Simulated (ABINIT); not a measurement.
Here is an ABINIT 10.8.3 (patched build) calculation.

run.abi

```
# Pseudopotentials
pp_dirpath "./"
pseudos "Ta_sc.hgh, C.hgh"

# Structure
acell 3*1.0
rprim
     5.8693003705     0.0000000000     0.0000000000
    -2.9346501852     5.0829632232     0.0000000000
     0.0000000000     0.0000000000     9.3473413028
ntypat 2
znucl 73 6
natom 3
typat 1 1 2
xred
     0.6666666667     0.3333333333     0.7479900000
     0.3333333333     0.6666666667     0.2520100000
     0.0000000000     0.0000000000     0.0000000000

# Plane-wave basis
ecut 45.0

# k points
kptopt 1
ngkpt 8 8 4
nshiftk 1
shiftk 0.0 0.0 0.0

# Exchange and correlation
ixc 7

# Bands and occupations
nband 19
occopt 3
tsmear 0.05 eV

# SCF cycle
nstep 100
tolvrs 1.0e-10

# Output
iomode 3
prtwf 0
prteig 0
prtebands 0
enunit 2
prtden 1
prtvha 1
prtvclmb 1
prtpot 1
prtelf 1
```

Potentials or basis: HGH LDA semicore.

Launch:

```bash
$ mpirun --bind-to none -np 4 abinit run.abi > log 2>&1
```

Predict the band gap on the k mesh.

none (metal or under the smearing width).

Estimate the largest force.

0.101 eV/Å.

Forces on the atoms (eV/Å):
```
Ta   0.000  0.000  0.101
Ta   0.000  0.000 -0.101
C    0.000  0.000  0.000
```

Caveat: HGH potentials are hard and often keep d shells in the core, so these values are rough. The run has no spin-orbit coupling, so splittings on Ta are missing.
